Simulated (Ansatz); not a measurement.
# WS2: pressure against volume

The task here is to estimate one member of a computed series from the others.

Program: Ansatz 0.2.0. Level of theory: DFT PBEsol, scalar-relativistic. These are calculated values, not measurements.

## The system as given

Symmetry: R3m, No. 160, trigonal system. The conventional cell has a = 3.158 Å, b = 3.158 Å, c = 18.490 Å, α = 90.00°, β = 90.00°, γ = 120.00°. W (site symmetry 3m) has 6 S at 2.39 to 2.42 Å as nearest neighbours. S (site symmetry 3m) is surrounded by 3 W at 2.39 Å. S (site symmetry 3m) has 3 W at 2.42 Å as nearest neighbours.

As a file:

```
CELL_PARAMETERS angstrom
1.57900 0.91164 6.16333
-1.57900 0.91164 6.16333
0.00000 -1.82327 6.16333
ATOMIC_POSITIONS crystal
W 0.00000 0.00000 0.00000
S 0.75030 0.75030 0.75030
S 0.58100 0.58100 0.58100
```

Atoms are numbered in the order of the input: W1, S2, S3.

The first run:

input.yaml reads:

```yaml
crystal:
  lattice:
    - [1.5576599252, 0.8993153771, 6.0800315456]
    - [-1.5576599252, 0.8993153771, 6.0800315456]
    - [0.0, -1.7986307542, 6.0800315456]
  atoms:
    - { symbol: W, position: [0.0, 0.0, 0.0] }
    - { symbol: S, position: [0.7503, 0.7503, 0.7503] }
    - { symbol: S, position: [0.581, 0.581, 0.581] }
kpoints:
  mp_grid: { grid: [15, 15, 15] }
  band_path:
    path:
      - [0.0, 0.0, 0.0]
      - [0.5, 0.5, 0.5]
      - [0.8187478403, 0.1812521597, 0.5]
      - [0.5, -0.1812521597, 0.1812521597]
      - [0.5, 0.0, 0.0]
      - [0.0, 0.0, 0.0]
      - [0.3406260799, -0.3406260799, 0.0]
      - [0.6593739201, 0.0, 0.3406260799]
      - [0.5, 0.0, 0.5]
    npoints: 5
scf:
  occupations: { method: fermi_dirac, width: 0.03 }
hamiltonian:
  xc: pbesol
  pseudopotentials: { kind: all_electron, lapw: { basis_error: 0.001 } }
output:
  forces: true
  stress: true
  eigenvalues: true
```

The run is started by

```
> ansatz run input.yaml --threads 1 --pin off --max-ram 4096MiB --backend cpu --events-out ev --progress --plain --runs-dir out
```

Among the steps run: Volume × 0.96, LAPW; Volume × 0.96, PAW; Volume × 0.96, crystal datasets; Volume × 0.99, LAPW; Volume × 0.99, PAW; Volume × 0.99, crystal datasets; Volume × 1.02, LAPW; Volume × 1.02, PAW; Volume × 1.02, crystal datasets; Volume × 1.06, LAPW; Volume × 1.06, PAW; Volume × 1.06, crystal datasets.

One table of the session follows, with a row left open; its other results are not shown here.

It belongs to the step «Fits». 

```
          method  volume (Å³/atom)  gap on the k mesh (eV)  largest force (eV/Å)
            LAPW            17.034                    0.98                 1.026
            LAPW            17.566                    1.01                 0.613
            LAPW            18.099                       ?                     ?
            LAPW            18.809                    1.06                 1.275
             PAW            17.034                    0.97                 1.028
             PAW            17.566                    1.01                 0.614
             PAW            18.099                    1.03                 0.696
             PAW            18.809                    1.06                 1.280
crystal datasets            17.034                    0.98                 1.026
crystal datasets            17.566                    1.01                 0.613
crystal datasets            18.099                    1.04                 0.693
crystal datasets            18.809                    1.06                 1.275
```

Q: Estimate the row for LAPW, 18.099 from the others.

The run gave: gap on the k mesh (eV): 1.04; largest force (eV/Å): 0.694.

To keep in mind: Warnings in the runs' records: gradients without spin orbit, crystal datasets made.
